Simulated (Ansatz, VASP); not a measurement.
Given: the input of a run of VASP 6.6.1 on Os (Osmium). 

Contents of INCAR:

```
SYSTEM = Os
PREC = Accurate
ENCUT = 600
EDIFF = 1E-7
ISMEAR = -1
SIGMA = 0.05
LREAL = .FALSE.
LASPH = .TRUE.
NELM = 80
ALGO = Normal
ISIF = 3
LWAVE = .FALSE.
LCHARG = .FALSE.
METAGGA = R2SCAN
LMIXTAU = .TRUE.
LUSE_VDW = .TRUE.
IVDW_NL = 2
BPARAM = 11.95
CPARAM = 0.0093
IBRION = 2
NSW = 40
EDIFFG = -0.01
```

File KPOINTS:

```
regular mesh
0
G
  11 11 6
  0 0 0
```

Contents of POSCAR:

```
Os
1.0
    2.7341000000      0.0000000000      0.0000000000
   -1.3670500000      2.3678000565      0.0000000000
    0.0000000000      0.0000000000      4.3197000000
Os
2
Direct
    0.6666666667      0.3333333333      0.7500000000
    0.3333333333      0.6666666667      0.2500000000
```

Potentials or basis: VASP PAW PBE potentials, release 64 (Os).

The run is started by

```console
$ cat potpaw_PBE.64/Os/POTCAR > POTCAR
$ mpirun -np 1 vasp_std > vasp.out
```

**Question.** What does the same run look like in Ansatz 0.2.0? Potentials or basis there: Ansatz PAW, cutoff 500 eV.

**Answer.** As run (cutoffs and basis follow the program's own potentials, and thresholds, step limits or extra output files can differ):

The input input.yaml:

```yaml
crystal:
  lattice:
    - [2.7341, 0.0, 0.0]
    - [-1.36705, 2.3678000565, 0.0]
    - [0.0, 0.0, 4.3197]
  atoms:
    - { symbol: Os, position: [0.6666666667, 0.3333333333, 0.75] }
    - { symbol: Os, position: [0.3333333333, 0.6666666667, 0.25] }
hamiltonian:
  xc: r2scan
  pseudopotentials: { kind: paw }
  dispersion: rvv10
kpoints:
  mp_grid: { grid: [11, 11, 6] }
scf:
  occupations: { method: fermi_dirac, width: 0.05 }
output:
  forces: true
  stress: true
  write_density: true
  write_potential: true
  elf: true
  volumetric_format: npy
relax:
  f_tol: 0.01
  max_steps: 40
  cell: { stress_tol: 0.05 }
```

Potentials or basis: Ansatz PAW.

Run with:

```bash
$ ansatz run input.yaml --threads 2 --pin off --max-ram 5120MiB --backend cpu --events-out ev --progress --plain --runs-dir out
```

Both were run:

|  | VASP | Ansatz |
| --- | --- | --- |
| Relaxed volume | 14.00 Å³/atom | 13.92 Å³/atom |
| Relaxed cell | a = 2.736 Å, b = 2.736 Å, c = 4.319 Å, α = 90.00°, β = 90.00°, γ = 120.00° | a = 2.730 Å, b = 2.730 Å, c = 4.311 Å, α = 90.00°, β = 90.00°, γ = 120.00° |
| Space group after relaxing | P6_3/mmc (No. 194) | P6_3/mmc (No. 194) |
| Pressure after relaxing | 0.0 GPa | 0.0 GPa |

Ansatz's pressure holds a Pulay term of +0.11 GPa for its cutoff of 500 eV, which the other run lacks.

The potentials hold 16 and 32 valence electrons a cell.

VASP's potentials were made for PBE. Ansatz's potentials were made for PBE.

Where Ansatz's input types no cutoff or centring, it takes its own default and a Γ-centred mesh.

Pressure is positive in compression.
